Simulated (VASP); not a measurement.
# C (Fd-3m) in VASP: a series of runs

One crystal, C, is run at these levels: vdW-DF, vdW-DF2; tasks: relaxation of cell and atoms.

Program: VASP 6.6.1. These are calculated values, not measurements. Logs are shortened: lines on timing, memory, paths and dates and some standing lists are left out, and cuts for length are marked.

**1. Starting point**

The structure is cubic, space group Fd-3m (No. 227). Conventional cell: a = 3.567 Å, b = 3.567 Å, c = 3.567 Å, α = 90.00°, β = 90.00°, γ = 90.00°. C (site symmetry -43m) has 4 C at 1.54 Å as nearest neighbours.

This isn't the form of C at room conditions, which is graphite.

**2. Relaxation of cell and atoms, vdW-DF**

The input, INCAR:

```
SYSTEM = C
PREC = Accurate
ENCUT = 600
EDIFF = 1E-7
ISMEAR = -1
SIGMA = 0.05
LREAL = .FALSE.
LASPH = .TRUE.
NELM = 60
ALGO = Normal
ISIF = 3
LWAVE = .FALSE.
LCHARG = .FALSE.
GGA = RE
LUSE_VDW = .TRUE.
AGGAC = 0.0
IBRION = 2
NSW = 60
EDIFFG = -0.01
```

The input, KPOINTS:

```
regular mesh
0
G
  13 13 13
  0 0 0
```

The input, POSCAR:

```
C
1.0
    0.0000000000      1.7833700000      1.7833700000
    1.7833700000      0.0000000000      1.7833700000
    1.7833700000      1.7833700000      0.0000000000
C
2
Direct
    0.7500000000      0.7500000000      0.7500000000
    0.5000000000      0.5000000000      0.5000000000
```

Potentials or basis: VASP PAW PBE potentials, release 64 (C).

The run is started by

```console
$ cat potpaw_PBE.64/C/POTCAR > POTCAR
$ mpirun -np 1 vasp_std > vasp.out
```

OUTCAR:

```text
SYSTEM = C
   PREC = Accurate
   ENCUT = 600
   EDIFF = 1E-7
   ISMEAR = -1
   LREAL = .FALSE.
   LASPH = .TRUE.
   NELM = 60
   ISIF = 3
   GGA = RE
   IBRION = 2
   NSW = 60
   EDIFFG = -0.01

 ion  position               nearest neighbor table
   1  0.750  0.750  0.750-   2 1.54   2 1.54   2 1.54   2 1.54
   2  0.500  0.500  0.500-   1 1.54   1 1.54   1 1.54   1 1.54

  LATTYP: Found a face centered cubic cell.
 ALAT       =     3.5667400000

  Lattice vectors:

 A1 = (   0.0000000000,   1.7833700000,   1.7833700000)
 A2 = (   1.7833700000,   0.0000000000,   1.7833700000)
 A3 = (   1.7833700000,   1.7833700000,   0.0000000000)

Analysis of symmetry for initial positions (statically):
=====================================================================
 Subroutine PRICEL returns:
 Original cell was already a primitive cell.

 Routine SETGRP: Setting up the symmetry group for a
 face centered cubic supercell.

 Subroutine GETGRP returns: Found 48 space group operations
 (whereof 24 operations were pure point group operations)
 out of a pool of 48 trial point group operations.

The static configuration has the point symmetry T_d .
 The point group associated with its full space group is O_h .

Analysis of symmetry for dynamics (positions and initial velocities):
=====================================================================
 Subroutine PRICEL returns:
 Original cell was already a primitive cell.

 Routine SETGRP: Setting up the symmetry group for a
 face centered cubic supercell.

 Subroutine GETGRP returns: Found 48 space group operations
 (whereof 24 operations were pure point group operations)
 out of a pool of 48 trial point group operations.

The dynamic configuration has the point symmetry T_d .
 The point group associated with its full space group is O_h .

 Subroutine INISYM returns: Found 48 space group operations
 (whereof 24 operations are pure point group operations),
 and found     1 'primitive' translations

----------------------------------------------------------------------------------------

                                     Primitive cell

  volume of cell :      11.3437

  direct lattice vectors                    reciprocal lattice vectors
     0.000000000  1.783370000  1.783370000    -0.280368067  0.280368067  0.280368067
     1.783370000  0.000000000  1.783370000     0.280368067 -0.280368067  0.280368067
     1.783370000  1.783370000  0.000000000     0.280368067  0.280368067 -0.280368067

  length of vectors
     2.522066041  2.522066041  2.522066041     0.485611737  0.485611737  0.485611737

  position of ions in fractional coordinates (direct lattice)
     0.750000000  0.750000000  0.750000000
     0.500000000  0.500000000  0.500000000

  ion indices of the primitive-cell ions
   primitive index   ion index
                 1           1
                 2           2

----------------------------------------------------------------------------------------

 KPOINTS: regular mesh

Automatic generation of k-mesh.
 Grid dimensions read from file:
 generate k-points for:   13   13   13

 Generating k-lattice:

  Cartesian coordinates                     Fractional coordinates (reciprocal lattice)
    -0.021566774  0.021566774  0.021566774     0.076923077  0.000000000  0.000000000
     0.021566774 -0.021566774  0.021566774     0.000000000  0.076923077  0.000000000
     0.021566774  0.021566774 -0.021566774     0.000000000  0.000000000  0.076923077

  Length of vectors
     0.037354749  0.037354749  0.037354749

  Shift w.r.t. Gamma in fractional coordinates (k-lattice)
     0.000000000  0.000000000  0.000000000

 Subroutine IBZKPT returns following result:
 ===========================================

 Found     84 irreducible k-points:

 Following reciprocal coordinates:
            Coordinates               Weight
  0.000000  0.000000  0.000000      1.000000
  0.076923  0.000000  0.000000      8.000000
  0.153846  0.000000  0.000000      8.000000
  0.230769  0.000000  0.000000      8.000000
  0.307692  0.000000  0.000000      8.000000
  0.384615  0.000000  0.000000      8.000000
[... 42 lines left out ...]
 -0.461538  0.461538  0.000000     12.000000
  0.230769  0.153846  0.076923     24.000000
 [... further k-points ...]
   k-points           NKPTS =     84   k-points in BZ     NKDIM =     84   number of bands    NBANDS=      8
   number of dos      NEDOS =    301   number of ions     NIONS =      2
   total plane-waves  NPLWV =   8000
   dimension x,y,z NGX =    20 NGY =   20 NGZ =   20
   dimension x,y,z NGXF=    40 NGYF=   40 NGZF=   40
   ions per type =               2
   NGX,Y,Z   is equivalent  to a cutoff of  13.18, 13.18, 13.18 a.u.
   NGXF,Y,Z  is equivalent  to a cutoff of  26.37, 26.37, 26.37 a.u.
 SYSTEM =  C
   PREC   = accura    normal or accurate (medium, high low for compatibility)
   ISTART =      0    job   : 0-new  1-cont  2-samecut
   ICHARG =      2    charge: 1-file 2-atom 10-const
   ISPIN  =      1    spin polarized calculation?
   LNONCOLLINEAR =      F non collinear calculations
   LSORBIT =      F    spin-orbit coupling
   LASPH  =      T    aspherical Exc in radial PAW
   ENCUT  =  600.0 eV  44.10 Ry    6.64 a.u.   5.04  5.04  5.04*2*pi/ulx,y,z
   NELM   =     60;   NELMIN=  2; NELMDL= -5     # of ELM steps
   EDIFF  = 0.1E-06   stopping-criterion for ELM
   LREAL  =      F    real-space projection
   EDIFFG = -.1E-01   stopping-criterion for IOM
   NSW    =     60    number of steps for IOM
   IBRION =      2    ionic relax: 0-MD 1-quasi-New 2-CG
   NFREE  =      1    steps in history (QN), initial steepest desc. (CG)
   ISIF   =      3    stress and relaxation
   ISYM   =      2    0-nonsym 1-usesym 2-fastsym
   POTIM  = 0.5000    time-step for ionic-motion
   TEBEG  =    0.0;   TEEND  =   0.0 temperature during run
   PSTRESS=    0.0 pullay stress
   NELECT =       8.0000    total number of electrons
   NUPDOWN=      -1.0000    fix difference up-down
   EMIN   =  10.00;   EMAX   =-10.00  energy-range for DOS
   EFERMI =   0.00;   METHOD = LEGACY
   ISMEAR =    -1;   SIGMA  =   0.05  broadening in eV -4-tet -1-fermi 0-gaus
   EFERMI_NEDOS =   21; number of points for ismear=-14 and -15
   IALGO  =     38    algorithm
   IMIX   =      4    mixing-type and parameters
     AMIX     =   0.40;   BMIX     =  1.00
     AMIX_MAG =   1.60;   BMIX_MAG =  1.00
  volume/ion in A,a.u.               =       5.67        38.28
  Fermi-wavevector in a.u.,A,eV,Ry     =   1.457203  2.753714 28.891161  2.123440
  Thomas-Fermi vector in A             =   2.574032
   LORBIT       =      0    0 simple, 1 ext, 2 COOP (PROOUT), +10 PAW based schemes
   GGA     = RE    functional components
   LHFCALC =     F    Hartree Fock is set to
   AEXX    =    0.0000 exact exchange contribution
   IVDW_NL    =     1    kernel type
   BPARAM     = 6.3000
   IVDW    =     0    specifies the selected vdW correction
   LEPSILON=     F    determine dielectric tensor
   LRPA    =     F    only Hartree local field effects (RPA)
 conjugate gradient relaxation of ions
 non-spin polarized calculation
  energy-cutoff  :      600.00
  volume of cell :       11.34
 maximum number of plane-waves:       388
   NGX =  9   NGY =  9   NGZ =  9

--------------------------------------- Ionic step        1  -------------------------------------------

 number of electron       7.9999999 magnetization

 Free energy of the ion-electron system (eV)
  ---------------------------------------------------
  ext. energy  EPLUGINS =         0.00000000
  ---------------------------------------------------
  free energy    TOTEN  =       -14.64948465 eV

  energy without entropy =      -14.64948465  energy(sigma->0) =      -14.64948465

------------------------ aborting loop because EDIFF is reached ----------------------------------------

  FORCE on cell =-STRESS in cart. coord.  units (eV):
  Direction    XX          YY          ZZ          XY          YZ          ZX
  --------------------------------------------------------------------------------------
  -------------------------------------------------------------------------------------
  Total        0.7903719      0.7903719      0.7903719      0.0000000      0.0000000     -0.0000000
  in kB      111.6317497    111.6317497    111.6317497      0.0000000      0.0000000     -0.0000000
  external PRESSURE =     111.6317497 kB  Pullay stress =       0.0000000 kB
[... 23 lines left out ...]
Total vdW correction in eV:      0.7259953

--------------------------------------- Ionic step        2  -------------------------------------------

 number of electron       8.0000001 magnetization

 E-fermi :   9.8234     XC(G=0): -12.7234

 val. band max:        8.8565632911   @ k =   0.0000   0.0000   0.0000
 cond. band min:      13.1374588699   @ k =   0.3846   0.3846   0.0000
 fundamental gap:      4.2808955789
 Fermi energy:         9.8233968645

 k-point     1 :       0.0000    0.0000    0.0000
  band No.  band energies     occupation
      1     -11.7192      2.00000
      2       8.8566      2.00000
      3       8.8566      2.00000
      4       8.8566      2.00000
      5      14.4083      0.00000
      6      14.4083      0.00000
      7      14.4083      0.00000
      8      20.9271      0.00000
[... 464 lines left out ...]
Total vdW correction in eV:      0.7512082

--------------------------------------- Ionic step        3  -------------------------------------------

 number of electron       8.0000000 magnetization

 Free energy of the ion-electron system (eV)
  ---------------------------------------------------
  ext. energy  EPLUGINS =         0.00000000
  ---------------------------------------------------
  free energy    TOTEN  =       -14.65974132 eV

  energy without entropy =      -14.65974132  energy(sigma->0) =      -14.65974132

 E-fermi :  10.2195     XC(G=0): -12.8738

 val. band max:        9.2804852433   @ k =   0.0000   0.0000   0.0000
 cond. band min:      13.6320988330   @ k =   0.3846   0.3846   0.0000
 fundamental gap:      4.3516135897
 Fermi energy:        10.2194973335

 k-point     1 :       0.0000    0.0000    0.0000
  band No.  band energies     occupation
      1     -11.6868      2.00000
      2       9.2805      2.00000
      3       9.2805      2.00000
      4       9.2805      2.00000
      5      14.9197      0.00000
      6      14.9197      0.00000
      7      14.9197      0.00000
      8      22.0379      0.00000
[... 458 lines left out ...]
  FREE ENERGIE OF THE ION-ELECTRON SYSTEM (eV)
  ---------------------------------------------------
  free  energy   TOTEN  =       -14.6597413203 eV

  energy  without entropy=      -14.6597413203  energy(sigma->0) =      -14.65974132

Total vdW correction in eV:      0.7376241

 reached required accuracy - stopping structural energy minimisation
```

Wall time 30 s (1 thread of Intel Xeon Platinum 8559C (Emerald Rapids), shared host); peak memory 0.22 GiB.

Results:

```yaml
Free_energy: -14.6597 eV
Relaxed_volume: 5.82 Å³/atom
Relaxed_cell: a = 2.544 Å, b = 2.544 Å, c = 2.544 Å, α = 60.00°, β = 60.00°, γ = 60.00°
Space_group_after_relaxing_to_0.05_Å: Fd-3m (No. 227)
Energy_gained_by_relaxing: 5.1 meV/atom
Ionic_steps: 3
Pressure_after_relaxing: -0.1 GPa
Band_gap_on_the_k_mesh: 4.35 eV, indirect (least direct gap 5.64 eV)
```

The path:
```
step  energy change (eV)  largest force (eV/Å)  pressure (GPa)  volume (Å³)
   1              0.0000                0.0000           11.16        11.34
   2              0.0032                0.0000          -11.68        12.00
   3             -0.0103                0.0000           -0.05        11.65
```

Final structure:
```cif
data_structure
_symmetry_space_group_name_H-M 'P 1'
_symmetry_Int_Tables_number 1
_cell_length_a 2.5443
_cell_length_b 2.5443
_cell_length_c 2.5443
_cell_angle_alpha 60.000
_cell_angle_beta 60.000
_cell_angle_gamma 60.000
_cell_volume 11.65
loop_
_atom_site_label
_atom_site_type_symbol
_atom_site_fract_x
_atom_site_fract_y
_atom_site_fract_z
_atom_site_occupancy
C1 C 0.75000 0.75000 0.75000 1
C2 C 0.50000 0.50000 0.50000 1
```

Caveat: the PAW data sets were made with another functional, which shifts forces and pressure a little; an odd mesh through Γ misses points on the zone boundary, where band edges often lie.

**3. Relaxation of cell and atoms, vdW-DF2**

The input, INCAR:

```
AGGAC = 0.0
ALGO = Normal
EDIFF = 1E-7
EDIFFG = -0.01
ENCUT = 600
GGA = ML
IBRION = 2
ISIF = 3
ISMEAR = -1
LASPH = True
LCHARG = False
LREAL = False
LUSE_VDW = True
LWAVE = False
NELM = 60
NSW = 60
PREC = Accurate
SIGMA = 0.05
ZAB_VDW = -1.8867
```

The input, KPOINTS:

```
k-points
0
Gamma
  13 13 13
```

POSCAR is that of step 2.

Potentials or basis: VASP PAW PBE potentials, release 64 (C).

The run is started by

```console
$ cat potpaw_PBE.64/C/POTCAR > POTCAR
$ mpirun -np 1 vasp_std > vasp.out
```

Run time: 35 s. Hardware: 1 thread of Intel Xeon Platinum 8559C (Emerald Rapids), shared host; peak memory 0.22 GiB.

Results (log left out):

```
Free energy                            : -14.6793 eV
Relaxed volume                         : 5.86 Å³/atom
Relaxed cell                           : a = 2.549 Å, b = 2.549 Å, c = 2.549 Å, α = 60.00°, β = 60.00°, γ = 60.00°
Space group after relaxing (to 0.05 Å) : Fd-3m (No. 227)
Energy gained by relaxing              : 7.5 meV/atom
Ionic steps                            : 3
Pressure after relaxing                : -0.1 GPa
Band gap on the k mesh                 : 4.58 eV, indirect (least direct gap 5.72 eV)
```

Step by step:
```csv
step,energy change (eV),largest force (eV/Å),pressure (GPa),volume (Å³)
1,0.0000,0.0000,13.44,11.34
2,0.0038,0.0000,-13.49,12.14
3,-0.0149,0.0000,-0.08,11.71
```

Final structure:
```
CELL_PARAMETERS angstrom
0.00000 1.80247 1.80247
1.80247 0.00000 1.80247
1.80247 1.80247 0.00000
ATOMIC_POSITIONS crystal
C 0.75000 0.75000 0.75000
C 0.50000 0.50000 0.50000
```

Levels at points of the mesh, in eV from the valence-band top:
| k point | band 1 | band 2 | band 3 | band 4 | band 5 | band 6 | band 7 | band 8 |
| --- | --- | --- | --- | --- | --- | --- | --- | --- |
| (0.00, 0.00, 0.00) | -20.62 | 0.00 | 0.00 | 0.00 | 5.72 | 5.72 | 5.72 | 12.73 |

Caveat: the PAW data sets were made with another functional, which shifts forces and pressure a little; an odd mesh through Γ misses points on the zone boundary, where band edges often lie.

**4. The reference run**

An earlier run on the cell as given: functional PBE; potentials or basis VASP PAW PBE potentials, release 64 (C); cutoff 520 eV; k mesh 13 × 13 × 13; occupations fermi-dirac, width 0.05 eV; no spin polarisation.

- Pressure: 2.5 GPa
- Band gap on the k mesh: 4.14 eV, indirect (least direct gap 5.59 eV)

**5. Summary**

| task | level | cell | cutoff (eV) | gap on the mesh (eV) | pressure (GPa) | relaxed volume (Å³/atom) |
| --- | --- | --- | --- | --- | --- | --- |
| relaxation of cell and atoms | vdW-DF | relaxed | 600 | 4.35 | -0.1 | 5.82 |
| relaxation of cell and atoms | vdW-DF2 | relaxed | 600 | 4.58 | -0.1 | 5.86 |
| single point | PBE | as given | 520 | 4.14 | 2.5 | - |

Alike in all rows: potentials or basis VASP PAW PBE potentials, release 64 (C); no spin polarisation; k mesh 13 × 13 × 13; smearing fermi-dirac 0.05 eV.

Caveats: an odd mesh through Γ misses points on the zone boundary, where band edges often lie; the PAW data sets were made with another functional, which shifts forces and pressure a little (some runs).

Total energies depend on the potentials used, so only differences within one code and one set of settings carry meaning.

**6. Comparison with measurements**

Step 2. The cell as given is a measured one (5.67 Å³/atom); vdW-DF puts the equilibrium volume +2.7 % from it, thermal expansion not counted.

Step 3. The cell as given is a measured one (5.67 Å³/atom); vdW-DF2 puts the equilibrium volume +3.2 % from it, thermal expansion not counted.
